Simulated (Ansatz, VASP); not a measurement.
## NaH: VASP beside Ansatz

File POSCAR:

```
NaH
1.0
    2.9551240000      0.0000000000      0.0000000000
    0.0000000000      2.9551240000      0.0000000000
    0.0000000000      0.0000000000      3.1028802000
Na H
1 1
Direct
    0.0000000000      0.0000000000      0.0000000000
    0.5000000000      0.5000000000      0.5000000000
```

INCAR.step1

```
PREC = Accurate
ENCUT = 520
ISMEAR = 0
SIGMA = 0.05
LREAL = False
LASPH = True
NELM = 100
NBANDS = 11
GGA = PE
ALGO = Normal
EDIFF = 1E-4
LWAVE = True
LCHARG = False
```

INCAR.step2

```
PREC = Accurate
ENCUT = 520
EDIFF = 1E-6
ISMEAR = 0
SIGMA = 0.05
LREAL = False
LASPH = True
NELM = 100
ALGO = Normal
ISIF = 2
LWAVE = False
LCHARG = True
METAGGA = R2SCAN
LMIXTAU = True
LELF = True
LVHAR = True
NBANDS = 11
ISTART = 1
```

The input KPOINTS:

```
Automatic mesh
0
Gamma
  10 10 10
```

Input for Ansatz:

```yaml
crystal:
  lattice:
    - [2.955124, 0.0, 0.0]
    - [0.0, 2.955124, 0.0]
    - [0.0, 0.0, 3.1028802]
  atoms:
    - { symbol: Na, position: [0.0, 0.0, 0.0] }
    - { symbol: H, position: [0.5, 0.5, 0.5] }
basis:
  ecutwfc: 500
kpoints:
  mp_grid: { grid: [10, 10, 10] }
hamiltonian:
  xc: r2scan
scf:
  occupations: { method: gaussian, width: 0.05 }
output:
  forces: true
  stress: true
  eigenvalues: true
```

Change from the starting cell: strain +0.000 along x and y, +0.050 along z, atoms carried along.

Alike in both runs: task single point; functional r2SCAN; k mesh 10 × 10 × 10; occupations gaussian, width 0.05 eV; no spin polarisation.

|  | VASP | Ansatz |
| --- | --- | --- |
| version | VASP 6.6.1 | Ansatz 0.2.0 |
| potentials or method | VASP PAW PBE potentials, release 64 (Na_pv, H) | scalar-relativistic, plane waves, PAW |
| plane-wave cutoff (eV) | 520 | 500 |
| valence electrons in the cell | 8 | 10 |

```csv
,VASP,Ansatz,Ansatz less VASP
gap on the k mesh at the Fermi level (eV),1.27,1.26,-0.012
least direct gap on the mesh (eV),4.84,4.83,-0.008
pressure (GPa),-1.8,-1.6,+0.20
largest component of the traceless stress (GPa),3.52,3.61,+0.085
```

The functional is the same, so the differences come from potentials, cutoffs and numerics. The two sets of potentials don't hold the same shells in valence.

Caveats: the PAW data sets were made with another functional, which shifts forces and pressure a little (VASP). A k mesh can miss the band edges.
